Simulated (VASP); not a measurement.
# VASP 6.6.1, PBEsol relaxation of cell and atoms, MgS (wurtzite)

INCAR

```
ISMEAR = -1
IBRION = 2
PREC = Accurate
EDIFF = 1E-7
LASPH = .TRUE.
EDIFFG = -5E-3
ISIF = 3
LREAL = .FALSE.
NBANDS = 16
NELM = 120
LWAVE = .FALSE.
GGA = PS
NSW = 40
SIGMA = 0.02
LCHARG = .FALSE.
ENCUT = 600
```

KPOINTS

```
KPOINTS created by Atomic Simulation Environment
0
Gamma
6 6 4
0 0 0
```

POSCAR

```
Mg S
 1.0000000000000000
     4.0537796459748261   -0.0000000000000000   -0.0000000000000000
    -2.0268898229874130    3.5106761547584879    0.0000000000000000
    -0.0000000000000000    0.0000000000000000    6.4914992609623372
 Mg  S
   2   2
Cartesian
  0.0000000000000000  2.3404507698389918 -0.0190911779463834
  2.0268898229874130  1.1702253849194959  3.2266584525347852
 -0.0000000000000000  2.3404507698389918  2.4534034008072596
  2.0268898229874130  1.1702253849194959  5.6991530312884278
```

VASP ran with the recommended PBE PAW datasets (16 valence electrons in the cell).

Command

```
mpirun -np 1 vasp_std
```

From OUTCAR

```
k-points           NKPTS =     21   k-points in BZ     NKDIM =     21   number of bands    NBANDS=     16

   NELECT =      16.0000    total number of electrons

   dimension x,y,z NGX =    32 NGY =   32 NGZ =   54
   dimension x,y,z NGXF=    64 NGYF=   64 NGZF=  108

  energy-cutoff  :      600.00
  volume of cell :       90.08
      direct lattice vectors                 reciprocal lattice vectors
     4.025911137  0.000000000  0.000000000     0.248390977  0.143408597  0.000000000
    -2.012955569  3.486541318  0.000000000     0.000000000  0.286817195  0.000000000
     0.000000000  0.000000000  6.417817285     0.000000000  0.000000000  0.155816215

 k-points in reciprocal lattice and weights: KPOINTS created by Atomic Simulation Env
   0.00000000  0.00000000  0.00000000       0.007
   0.16666667  0.00000000  0.00000000       0.042
   0.33333333  0.00000000  0.00000000       0.042
   0.50000000 -0.00000000  0.00000000       0.021
   0.16666667  0.16666667  0.00000000       0.042
   0.33333333  0.16666667  0.00000000       0.083
   0.33333333  0.33333333  0.00000000       0.014
   0.00000000  0.00000000  0.25000000       0.014
   ...

 E-fermi :   1.6055

 k-point     1 :       0.0000    0.0000    0.0000
  band No.  band energies     occupation
      1     -10.2572      2.00000
      2      -9.5027      2.00000
      3      -2.1304      2.00000
      4       0.5934      2.00000
      5       0.5934      2.00000
      6       1.0213      2.00000
      7       1.0213      2.00000
      8       1.1663      2.00000
      9       4.4810      0.00000
     10       5.7586      0.00000
     11       8.5795      0.00000
     12       8.5795      0.00000
     13       9.3367      0.00000
     14       9.6210      0.00000
     15       9.6210      0.00000
     16      10.1691      0.00000

 k-point     2 :       0.1667    0.0000    0.0000
  band No.  band energies     occupation
      1     -10.1209      2.00000
      2      -9.4377      2.00000
      3      -1.9131      2.00000
      4      -0.1891      2.00000
      5       0.2154      2.00000
      6       0.3820      2.00000
      7       0.9559      2.00000
      8       1.0494      2.00000
      9       5.4425      0.00000
     10       6.5166      0.00000
     11       8.0074      0.00000
     12       8.4947      0.00000
     13       9.1238      0.00000
     14       9.2800      0.00000
     15       9.7684      0.00000
     16       9.8028      0.00000

 k-point     3 :       0.3333    0.0000    0.0000
  band No.  band energies     occupation
      1      -9.7956      2.00000
      2      -9.3294      2.00000
      3      -1.4795      2.00000
      4      -1.2352      2.00000
      5      -0.8478      2.00000
      6       0.0484      2.00000
      7       0.6457      2.00000
      8       0.7887      2.00000
      9       6.0668      0.00000
     10       6.5168      0.00000
     11       7.0837      0.00000
     12       8.7402      0.00000
     13       8.8218      0.00000
     14       9.5423      0.00000
     15       9.7445      0.00000
     16      11.2307      0.00000

 k-point     4 :       0.5000   -0.0000    0.0000
  band No.  band energies     occupation
      1      -9.5702      2.00000
      2      -9.3201      2.00000
      3      -1.9034      2.00000
      4      -1.3144      2.00000
      5      -0.7609      2.00000
      6      -0.0933      2.00000
      7       0.2040      2.00000
      8       0.7018      2.00000
      9       5.7647      0.00000
     10       6.2347      0.00000
     11       6.8795      0.00000
     12       8.5660      0.00000
     13       9.3657      0.00000
     14       9.7491      0.00000
     15      10.1713      0.00000
     16      12.1523      0.00000

 k-point     5 :       0.1667    0.1667    0.0000
  band No.  band energies     occupation
      1      -9.8876      2.00000
      2      -9.3506      2.00000
      3      -1.5211      2.00000
      4      -0.8086      2.00000
      5      -0.8040      2.00000
      6       0.0929      2.00000
      7       0.6158      2.00000
      8       0.7915      2.00000
      9       6.5759      0.00000
     10       7.2423      0.00000
     11       7.4153      0.00000
     12       7.5245      0.00000
     13       8.6498      0.00000
     14       9.0497      0.00000
     15      10.0679      0.00000
     16      10.3727      0.00000

 k-point     6 :       0.3333    0.1667    0.0000
  band No.  band energies     occupation
      1      -9.5812      2.00000
      2      -9.3115      2.00000
      3      -1.6268      2.00000
      4      -1.1943      2.00000
      5      -0.7945      2.00000
      6      -0.4694      2.00000
      7       0.2815      2.00000
      8       0.2921      2.00000
      9       6.2538      0.00000
     10       6.7991      0.00000
     11       7.4712      0.00000
     12       8.5921      0.00000
     13       8.7587      0.00000
     14       9.6617      0.00000
     15       9.9548      0.00000
     16      11.4867      0.00000

 k-point     7 :       0.3333    0.3333    0.0000
  band No.  band energies     occupation
      1      -9.3866      2.00000
      2      -9.3866      2.00000
      3      -1.3721      2.00000
      4      -1.1547      2.00000
      5      -1.1547      2.00000
      6      -0.2146      2.00000
      7      -0.2144      2.00000
      8      -0.2144      2.00000
      9       5.8434      0.00000
     10       8.0584      0.00000
     11       8.4350      0.00000
     12       8.4350      0.00000
     13       9.0698      0.00000
     14       9.0698      0.00000
     15      10.5313      0.00000
     16      11.3879      0.00000

 k-point     8 :       0.0000    0.0000    0.2500
  band No.  band energies     occupation
      1     -10.1612      2.00000
      2      -9.6308      2.00000
      3      -1.7630      2.00000
      4       0.4342      2.00000
      5       0.6525      2.00000
      6       0.6525      2.00000
      7       0.9549      2.00000
      8       0.9549      2.00000
      9       5.1820      0.00000
     10       5.9029      0.00000
     11       8.5364      0.00000
     12       8.5364      0.00000
     13       8.9171      0.00000
     14       9.2360      0.00000
     15       9.2360      0.00000
     16       9.5404      0.00000

 k-point     9 :       0.1667    0.0000    0.2500
  band No.  band energies     occupation
      1     -10.0323      2.00000
      2      -9.5513      2.00000
      3      -1.6348      2.00000
      4      -0.2158      2.00000
      5       0.0298      2.00000
      6       0.4577      2.00000
      7       0.8387      2.00000
      8       0.8624      2.00000
      9       5.8316      0.00000
     10       6.6781      0.00000
     11       8.0018      0.00000
     12       8.0957      0.00000
     13       8.7380      0.00000
     14       9.0576      0.00000
     15       9.7953      0.00000
     16       9.8727      0.00000

 k-point    10 :       0.3333    0.0000    0.2500
  band No.  band energies     occupation
      1      -9.7311      2.00000
      2      -9.4017      2.00000
      3      -1.6997      2.00000
      4      -1.2369      2.00000
      5      -0.5366      2.00000
      6       0.1419      2.00000
      7       0.6621      2.00000
      8       0.6750      2.00000
      9       5.8042      0.00000
     10       6.3831      0.00000
     11       7.6865      0.00000
     12       8.0623      0.00000
     13       9.2214      0.00000
     14       9.4077      0.00000
     15      10.0997      0.00000
     16      11.1377      0.00000

 k-point    11 :       0.5000   -0.0000    0.2500
  band No.  band energies     occupation
      1      -9.5322      2.00000
      2      -9.3550      2.00000
      3      -2.0370      2.00000
      4      -1.6396      2.00000
      5      -0.3230      2.00000
      6       0.0058      2.00000
      7       0.4588      2.00000
      8       0.5637      2.00000
      9       5.5385      0.00000
     10       5.9159      0.00000
     11       7.7578      0.00000
     12       7.8321      0.00000
     13       9.0426      0.00000
     14       9.6265      0.00000
     15      10.8071      0.00000
     16      12.0458      0.00000

 k-point    12 :       0.1667    0.1667    0.2500
  band No.  band energies     occupation
      1      -9.8150      2.00000
      2      -9.4360      2.00000
      3      -1.5418      2.00000
      4      -0.9796      2.00000
      5      -0.4051      2.00000
      6       0.0237      2.00000
      7       0.4909      2.00000
      8       0.8073      2.00000
      9       6.4151      0.00000
     10       7.0765      0.00000
     11       7.6448      0.00000
     12       7.7026      0.00000
     13       8.7191      0.00000
     14       9.1637      0.00000
     15       9.5965      0.00000
     16      10.4096      0.00000

 ...

  Total        0.0011898      0.0011898      0.0047961      0.0000000      0.0000000      0.0000000
  in kB        0.0211615      0.0211615      0.0853003      0.0000000      0.0000000      0.0000000
  external PRESSURE =       0.0425411 kB  Pullay stress =       0.0000000 kB

 POSITION                                       TOTAL-FORCE (eV/Angst)
 -----------------------------------------------------------------------------------
      0.00000      2.32436      6.39506         0.000000      0.000000     -0.001395
      2.01296      1.16218      3.18615         0.000000     -0.000000     -0.001395
      0.00000      2.32436      2.42944         0.000000      0.000000      0.001395
      2.01296      1.16218      5.63835        -0.000000      0.000000      0.001395
 -----------------------------------------------------------------------------------
    total drift:                               -0.000000     -0.000000      0.000152

  FREE ENERGIE OF THE ION-ELECTRON SYSTEM (eV)
  ---------------------------------------------------
  free  energy   TOTEN  =       -17.8731628541 eV

  energy  without entropy=      -17.8731628541  energy(sigma->0) =      -17.87316285
```

CONTCAR

```
Mg S
   1.00000000000000
     4.0259111373446235    0.0000000000000000    0.0000000000000000
    -2.0129555686723117    3.4865413183191465    0.0000000000000000
     0.0000000000000000    0.0000000000000000    6.4178172851930730
  Mg              S
     2     2
Direct
     0.3333333333333357    0.6666666666666643    0.9964543238001582
     0.6666666666666643    0.3333333333333357    0.4964543238001582
     0.3333333333333357    0.6666666666666643    0.3785456761998418
     0.6666666666666643    0.3333333333333357    0.8785456761998418

  0.00000000E+00  0.00000000E+00  0.00000000E+00
  0.00000000E+00  0.00000000E+00  0.00000000E+00
  0.00000000E+00  0.00000000E+00  0.00000000E+00
  0.00000000E+00  0.00000000E+00  0.00000000E+00
```

```yaml
relaxed_cell_vector_lengths: 4.026, 4.026, 6.418 Å
relaxed_cell_volume: 90.08 Å³
```

The run was restarted once from its relaxed cell; OSZICAR and OUTCAR are the second run's.

The run (the restart alone) took about 15 s on one core of a shared host (Intel Xeon 6975P-C) and held 0.24 GiB at most.
